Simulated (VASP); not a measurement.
# Rb (I4/mmm) in VASP: single point with r2SCAN

Aim: the single point of Rb with r2SCAN.

Program: VASP 6.6.1. These are calculated values, not measurements. Logs are shortened: lines on timing, memory, paths and dates and some standing lists are left out, and cuts for length are marked.

### 1 Starting point

It takes space group I4/mmm (No. 139, tetragonal). Conventional cell: a = 5.909 Å, b = 5.909 Å, c = 5.462 Å, α = 90.00°, β = 90.00°, γ = 90.00°.

This isn't the form of Rb at room conditions, which is bcc.

### 2 Single point, r2SCAN

POSCAR

```
Rb
1.0
   -2.9545118615      2.9545118615      2.7308451955
    2.9545118615     -2.9545118615      2.7308451955
    2.9545118615      2.9545118615     -2.7308451955
Rb
1
Direct
    0.0000000000      0.0000000000      0.0000000000
```

INCAR.step1

```
SYSTEM = Rb
ALGO = Normal ; EDIFF = 1E-4
ENCUT = 520 ; GGA = PE
ISMEAR = -1 ; LASPH = .True.
LCHARG = .False. ; LREAL = .False.
LWAVE = .True. ; NBANDS = 10
NELM = 100 ; PREC = Accurate
SIGMA = 0.08
```

INCAR.step2

```
SYSTEM = Rb
ALGO = Normal ; EDIFF = 1E-6
ENCUT = 520 ; ISIF = 2
ISMEAR = -1 ; ISTART = 1
LASPH = .True. ; LCHARG = .False.
LMIXTAU = .True. ; LREAL = .False.
LWAVE = .False. ; METAGGA = R2SCAN
NBANDS = 10 ; NELM = 100
PREC = Accurate ; SIGMA = 0.08
```

KPOINTS

```
k-points
0
Gamma
  10 10 10
  0 0 0
```

Potentials or basis: VASP PAW PBE potentials, release 64 (Rb_sv).

Started as:

```console
> cat potpaw_PBE.64/Rb_sv/POTCAR > POTCAR
> cp INCAR.step1 INCAR
> mpirun -np 1 vasp_std > vasp.out
> cp INCAR.step2 INCAR
> mpirun -np 1 vasp_std > vasp.out
```

OUTCAR:

```text
SYSTEM = Rb
   EDIFF = 1E-6
   ENCUT = 520
   ISIF = 2
   ISMEAR = -1
   ISTART = 1
   LASPH = .True.
   LREAL = .False.
   METAGGA = R2SCAN
   NELM = 100
   PREC = Accurate

 ion  position               nearest neighbor table
   1  0.000  0.000  0.000-

  LATTYP: Found a body centered tetragonal cell.
 ALAT       =     5.9090237230
 C/A-ratio  =     0.9242965754

  Lattice vectors:

 A1 = (  -2.9545118615,   2.9545118615,   2.7308451955)
 A2 = (   2.9545118615,  -2.9545118615,   2.7308451955)
 A3 = (   2.9545118615,   2.9545118615,  -2.7308451955)

Analysis of symmetry for initial positions (statically):
=====================================================================
 Subroutine PRICEL returns:
 Original cell was already a primitive cell.

 Routine SETGRP: Setting up the symmetry group for a
 body centered tetragonal supercell.

 Subroutine GETGRP returns: Found 16 space group operations
 (whereof 16 operations were pure point group operations)
 out of a pool of 16 trial point group operations.

The static configuration has the point symmetry D_4h.

Analysis of symmetry for dynamics (positions and initial velocities):
=====================================================================
 Subroutine PRICEL returns:
 Original cell was already a primitive cell.

 Routine SETGRP: Setting up the symmetry group for a
 body centered tetragonal supercell.

 Subroutine GETGRP returns: Found 16 space group operations
 (whereof 16 operations were pure point group operations)
 out of a pool of 16 trial point group operations.

The dynamic configuration has the point symmetry D_4h.

 Subroutine INISYM returns: Found 16 space group operations
 (whereof 16 operations are pure point group operations),
 and found     1 'primitive' translations

----------------------------------------------------------------------------------------

                                     Primitive cell

  volume of cell :      95.3517

  direct lattice vectors                    reciprocal lattice vectors
    -2.954511861  2.954511861  2.730845196     0.000000000  0.169232693  0.183093498
     2.954511861 -2.954511861  2.730845196     0.169232693  0.000000000  0.183093498
     2.954511861  2.954511861 -2.730845196     0.169232693  0.169232693  0.000000000

  length of vectors
     4.991572514  4.991572514  4.991572514     0.249324956  0.249324956  0.239331170

  position of ions in fractional coordinates (direct lattice)
     0.000000000  0.000000000  0.000000000

  ion indices of the primitive-cell ions
   primitive index   ion index
                 1           1

----------------------------------------------------------------------------------------

 KPOINTS: k-points

Automatic generation of k-mesh.
 Grid dimensions read from file:
 generate k-points for:   10   10   10

 Generating k-lattice:

  Cartesian coordinates                     Fractional coordinates (reciprocal lattice)
     0.000000000  0.016923269  0.018309350     0.100000000  0.000000000  0.000000000
     0.016923269  0.000000000  0.018309350     0.000000000  0.100000000  0.000000000
     0.016923269  0.016923269  0.000000000     0.000000000  0.000000000  0.100000000

  Length of vectors
     0.024932496  0.024932496  0.023933117

  Shift w.r.t. Gamma in fractional coordinates (k-lattice)
     0.000000000  0.000000000  0.000000000

 Subroutine IBZKPT returns following result:
 ===========================================

 Found    102 irreducible k-points:

 Following reciprocal coordinates:
            Coordinates               Weight
  0.000000  0.000000  0.000000      1.000000
  0.100000 -0.000000  0.000000      8.000000
  0.200000 -0.000000  0.000000      8.000000
  0.300000  0.000000  0.000000      8.000000
  0.400000 -0.000000  0.000000      8.000000
  0.500000 -0.000000  0.000000      4.000000
[... 16 lines left out ...]
  0.300000  0.300000  0.000000      8.000000
  0.400000  0.300000  0.000000     16.000000
 [... further k-points ...]
   k-points           NKPTS =    102   k-points in BZ     NKDIM =    102   number of bands    NBANDS=     10
   number of dos      NEDOS =    301   number of ions     NIONS =      1
   total plane-waves  NPLWV =  64000
   dimension x,y,z NGX =    40 NGY =   40 NGZ =   40
   dimension x,y,z NGXF=    80 NGYF=   80 NGZF=   80
   ions per type =               1
   NGX,Y,Z   is equivalent  to a cutoff of  13.32, 13.32, 13.32 a.u.
   NGXF,Y,Z  is equivalent  to a cutoff of  26.64, 26.64, 26.64 a.u.
 SYSTEM =  Rb
   PREC   = accura    normal or accurate (medium, high low for compatibility)
   ISTART =      1    job   : 0-new  1-cont  2-samecut
   ICHARG =      0    charge: 1-file 2-atom 10-const
   ISPIN  =      1    spin polarized calculation?
   LNONCOLLINEAR =      F non collinear calculations
   LSORBIT =      F    spin-orbit coupling
   LASPH  =      T    aspherical Exc in radial PAW
   ENCUT  =  520.0 eV  38.22 Ry    6.18 a.u.   9.28  9.28  9.28*2*pi/ulx,y,z
   NELM   =    100;   NELMIN=  2; NELMDL=  0     # of ELM steps
   EDIFF  = 0.1E-05   stopping-criterion for ELM
   LREAL  =      F    real-space projection
   EDIFFG = 0.1E-04   stopping-criterion for IOM
   NSW    =      0    number of steps for IOM
   IBRION =     -1    ionic relax: 0-MD 1-quasi-New 2-CG
   NFREE  =      0    steps in history (QN), initial steepest desc. (CG)
   ISIF   =      2    stress and relaxation
   ISYM   =      2    0-nonsym 1-usesym 2-fastsym
   POTIM  = 0.5000    time-step for ionic-motion
   TEBEG  =    0.0;   TEEND  =   0.0 temperature during run
   PSTRESS=    0.0 pullay stress
   NELECT =       9.0000    total number of electrons
   NUPDOWN=      -1.0000    fix difference up-down
   EMIN   =  10.00;   EMAX   =-10.00  energy-range for DOS
   EFERMI =   0.00;   METHOD = LEGACY
   ISMEAR =    -1;   SIGMA  =   0.08  broadening in eV -4-tet -1-fermi 0-gaus
   EFERMI_NEDOS =   21; number of points for ismear=-14 and -15
   IALGO  =     38    algorithm
   IMIX   =      4    mixing-type and parameters
     AMIX     =   0.40;   BMIX     =  1.00
     AMIX_MAG =   1.60;   BMIX_MAG =  1.00
  volume/ion in A,a.u.               =      95.35       643.47
  Fermi-wavevector in a.u.,A,eV,Ry     =   0.745383  1.408570  7.559340  0.555596
  Thomas-Fermi vector in A             =   1.840957
   LORBIT       =      0    0 simple, 1 ext, 2 COOP (PROOUT), +10 PAW based schemes
   METAGGA = R2SCAN    functional components
   LHFCALC =     F    Hartree Fock is set to
   AEXX    =    0.0000 exact exchange contribution
   IVDW    =     0    specifies the selected vdW correction
   LEPSILON=     F    determine dielectric tensor
   LRPA    =     F    only Hartree local field effects (RPA)
 non-spin polarized calculation
  energy-cutoff  :      520.00
  volume of cell :       95.35
 maximum number of plane-waves:      2586
 NGX is ok and might be reduce to    40
   NGX = 19   NGY = 19   NGZ = 19

 number of electron       9.0000000 magnetization

 Free energy of the ion-electron system (eV)
  ---------------------------------------------------
  ext. energy  EPLUGINS =         0.00000000
  ---------------------------------------------------
  free energy    TOTEN  =       -13.92612292 eV

  energy without entropy =      -13.90709773  energy(sigma->0) =      -13.91661033

 E-fermi :  -0.0333     XC(G=0):  -5.6082

 val. band max:       -0.0476124190   @ k =  -0.4000   0.4000   0.2000
 cond. band min:      -0.0172234722   @ k =  -0.2000   0.4000   0.2000
 fundamental gap:      0.0303889468
 Fermi energy:        -0.0332958020

 k-point     1 :       0.0000    0.0000    0.0000
  band No.  band energies     occupation
      1     -30.1376      2.00000
      2     -13.6309      2.00000
      3     -13.6307      2.00000
      4     -13.6307      2.00000
      5      -2.0649      2.00000
      6       3.7598      0.00000
      7       4.2042      0.00000
      8       4.2042      0.00000
      9       4.6869      0.00000
     10       5.2812      0.00000

 k-point     2 :       0.1000   -0.0000    0.0000
  band No.  band energies     occupation
      1     -30.1373      2.00000
      2     -13.6390      2.00000
      3     -13.6334      2.00000
      4     -13.6311      2.00000
      5      -1.9410      2.00000
      6       3.6853      0.00000
      7       3.9309      0.00000
      8       4.1731      0.00000
      9       4.6383      0.00000
     10       5.0476      0.00000

 k-point     3 :       0.2000   -0.0000    0.0000
  band No.  band energies     occupation
      1     -30.1363      2.00000
      2     -13.6602      2.00000
      3     -13.6406      2.00000
      4     -13.6319      2.00000
      5      -1.5797      2.00000
      6       3.1452      0.00000
      7       3.3568      0.00000
      8       4.4017      0.00000
      9       4.7175      0.00000
     10       4.9183      0.00000

 k-point     4 :       0.3000    0.0000    0.0000
  band No.  band energies     occupation
      1     -30.1352      2.00000
      2     -13.6861      2.00000
      3     -13.6493      2.00000
      4     -13.6329      2.00000
      5      -1.0115      1.99999
      6       2.2733      0.00000
      7       3.0052      0.00000
      8       4.8095      0.00000
      9       4.8831      0.00000
     10       4.9758      0.00000
[... 222 lines left out ...]
 k-point    22 :      -0.2000    0.2000    0.0000
  band No.  band energies     occupation
      1     -30.1364      2.00000
      2     -13.6601      2.00000
      3     -13.6391      2.00000
      4     -13.6298      2.00000
      5      -1.6177      2.00000
      6       2.8860      0.00000
      7       3.7343      0.00000
      8       4.4482      0.00000
      9       4.6388      0.00000
     10       5.0364      0.00000

 k-point    23 :       0.3000    0.3000    0.0000
  band No.  band energies     occupation
      1     -30.1335      2.00000
      2     -13.6969      2.00000
      3     -13.6782      2.00000
      4     -13.6426      2.00000
      5       0.7892      0.00007
      6       1.1971      0.00000
      7       1.6313      0.00000
      8       4.3583      0.00000
      9       4.8328      0.00000
     10       5.5834      0.00000

 k-point    24 :       0.4000    0.3000    0.0000
  band No.  band energies     occupation
      1     -30.1336      2.00000
      2     -13.6949      2.00000
      3     -13.6795      2.00000
      4     -13.6408      2.00000
      5       0.6108      0.00064
      6       1.2716      0.00000
      7       1.7123      0.00000
      8       4.3750      0.00000
      9       4.9901      0.00000
     10       5.3753      0.00000

 [... further k-points ...]

------------------------ aborting loop because EDIFF is reached ----------------------------------------

  FORCE on cell =-STRESS in cart. coord.  units (eV):
  Direction    XX          YY          ZZ          XY          YZ          ZX
  --------------------------------------------------------------------------------------
  -------------------------------------------------------------------------------------
  Total       -0.0120292     -0.0120292      0.0228586      0.0000000      0.0000000      0.0000000
  in kB       -0.2021239     -0.2021239      0.3840886      0.0000000      0.0000000      0.0000000
  external PRESSURE =      -0.0067198 kB  Pullay stress =       0.0000000 kB

 VOLUME and BASIS-vectors are now :
 -----------------------------------------------------------------------------
  energy-cutoff  :      520.00
  volume of cell :       95.35
      direct lattice vectors                 reciprocal lattice vectors
    -2.954511861  2.954511861  2.730845196     0.000000000  0.169232693  0.183093498
     2.954511861 -2.954511861  2.730845196     0.169232693  0.000000000  0.183093498
     2.954511861  2.954511861 -2.730845196     0.169232693  0.169232693  0.000000000

 POSITION                                       TOTAL-FORCE (eV/Angst)
 -----------------------------------------------------------------------------------
      0.00000      0.00000      0.00000         0.000000      0.000000      0.000000
 -----------------------------------------------------------------------------------
    total drift:                               -0.000000     -0.000000     -0.000000

  FREE ENERGIE OF THE ION-ELECTRON SYSTEM (eV)
  ---------------------------------------------------
  free  energy   TOTEN  =       -13.9261229240 eV

  energy  without entropy=      -13.9070977350  energy(sigma->0) =      -13.91661033
```

Wall time 4 min (1 thread of AMD EPYC 9R45 (Zen 5), shared host); peak memory 0.27 GiB.

What came out:

- Free energy: -13.9261 eV
- Pressure: 0.0 GPa
- Band gap on the k mesh: none (metal or under the smearing width)

Caveat: the PAW data sets were made with another functional, which shifts forces and pressure a little.
